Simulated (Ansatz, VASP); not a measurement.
## Y: VASP beside Ansatz

Contents of INCAR:

```
SYSTEM = Y
PREC     = Accurate       ! precision mode
ENCUT    = 520            ! plane-wave cutoff, eV
EDIFF    = 1E-7           ! SCF threshold, eV
ISMEAR   = -1             ! smearing method
SIGMA    = 0.1            ! smearing width, eV
LREAL    = .False.        ! projectors in reciprocal space
LASPH    = .True.         ! aspherical terms in the spheres
NELM     = 60             ! most SCF steps
ALGO     = Normal         ! electronic algorithm
ISIF     = 2              ! what is computed and relaxed
LWAVE    = .False.        ! write WAVECAR
LCHARG   = .True.         ! write CHGCAR
GGA      = RP             ! functional
LELF     = .True.         ! ELF
LVHAR    = .True.       
NBANDS   = 12             ! bands
```

KPOINTS

```
Automatic mesh
0
Gamma
  11 11 11
  0 0 0
```

POSCAR

```
Y
1.0
    3.3681015955      0.0000000000      0.0000000000
    0.0000000000      3.3681015955      0.0000000000
    0.0000000000      0.0000000000      3.3681015955
Y
1
Direct
    0.0000000000      0.0000000000      0.0000000000
```

Input for Ansatz:

```yaml
crystal:
  lattice:
    - [3.3681015955, 0.0, 0.0]
    - [0.0, 3.3681015955, 0.0]
    - [0.0, 0.0, 3.3681015955]
  atoms:
    - { symbol: "Y", position: [0.0, 0.0, 0.0] }
hamiltonian:
  xc: rpbe
  pseudopotentials:
    kind: paw
    azcp:
      "Y": "pseudopotentials/Y.paw.azcp"
basis:
  ecutwfc: 420
  fft_grid_basis: typed
kpoints:
  mp_grid: { grid: [11, 11, 11], shift: [0, 0, 0] }
magnetization:
  spin_polarized: false
scf:
  occupations: { method: fermi_dirac, width: 0.1 }
  lower_state_search: "off"
output:
  stress: true
  write_density: true
  write_potential: true
  elf: true
  volumetric_format: npy
```

Alike in both runs: task single point; functional RPBE; k mesh 11 × 11 × 11; occupations fermi-dirac, width 0.1 eV; no spin polarisation.

|  | VASP | Ansatz |
| --- | --- | --- |
| version | VASP 6.6.1 | Ansatz 0.2.0 |
| potentials or method | VASP PAW PBE potentials, release 64 (Y_sv) | plane waves (420 eV) with PAW, scalar-relativistic |
| plane-wave cutoff (eV) | 520 | 420 |
| valence electrons in the cell | 11 | 11 |

|  | VASP | Ansatz | Ansatz less VASP |
| --- | --- | --- | --- |
| pressure (GPa) | -1.0 | -1.0 | +0.03 |

Caveats: the PAW data sets were made with another functional, which shifts forces and pressure a little (VASP).
